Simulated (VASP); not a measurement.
A run of VASP 6.6.1:

File INCAR:

```
SYSTEM = P
PREC = Accurate
ENCUT = 520
EDIFF = 1E-7
ISMEAR = 0
SIGMA = 0.02
LREAL = .FALSE.
LASPH = .TRUE.
NELM = 100
ALGO = Fast
ISIF = 3
LWAVE = .FALSE.
LCHARG = .FALSE.
GGA = PS
IBRION = 2
NSW = 80
EDIFFG = -0.002
PSTRESS = 60.0
```

The input KPOINTS:

```
regular mesh
0
G
  12 12 12
  0 0 0
```

Contents of POSCAR:

```
P                                       
1.0
    1.6947822452      0.9784829886      2.7664300042
   -1.6947822452      0.9784829886      2.7664300042
   -0.0000000000     -1.9569659651      2.7664300035
  P             
     2
Direct
     0.2410245642668590    0.2410245642668590    0.2410245642696928
     0.7589754357331410    0.7589754357331410    0.7589754357303070
```

Potentials or basis: VASP PAW PBE potentials, release 64 (P).

Command:

```console
$ cat potpaw_PBE.64/P/POTCAR > POTCAR
$ mpirun -np 1 vasp_std > vasp.out
```

Hardware: 1 thread of Intel(R) Xeon(R) 6975P-C (Granite Rapids) (shared host).

Estimate the wall time of this run.

It took 22 s on 1 thread of Intel(R) Xeon(R) 6975P-C (Granite Rapids) (shared host), peak memory 0.17 GiB. Counts: scf iterations 13, k points 189, ion steps 1.
